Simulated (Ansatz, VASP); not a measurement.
# Tl in VASP and in Ansatz

```xyz
4
Lattice="2.6631 -2.3082 0.0000 2.6631 2.3082 0.0000 0.0000 0.0000 9.2448" Properties=species:S:1:pos:R:3 pbc="T T T"
Tl    2.6631   -1.1548    1.1557
Tl    2.6631   -1.1534    5.7780
Tl    2.6631    1.1548    8.0891
Tl    2.6631    1.1534    3.4667
```

Alike in both runs: functional PBEsol; k mesh 6 × 6 × 2; occupations gaussian, width 0.1 eV; no spin polarisation.

Ansatz relaxed the structure, and its values are those at the end. VASP's run is a single point on that final structure, the one shown.

|  | VASP | Ansatz |
| --- | --- | --- |
| version | VASP 6.6.1 | Ansatz 0.2.0 |
| potentials or method | VASP PAW PBE potentials, release 64 (Tl_d) | scalar-relativistic, plane waves, PAW |
| plane-wave cutoff (eV) | 520 | 420 |
| valence electrons in the cell | 52 | 52 |

|  | VASP | Ansatz | Ansatz less VASP |
| --- | --- | --- | --- |
| gap on the k mesh at the Fermi level (eV) | none | none | - |
| pressure (GPa) | -0.1 | -0.1 | +0.07 |

A gap of «none» marks a metal or a gap that the smearing closes.

Caveats: the PAW data sets were made with another functional, which shifts forces and pressure a little (VASP). The runs have no spin-orbit coupling, so splittings on Tl are missing.
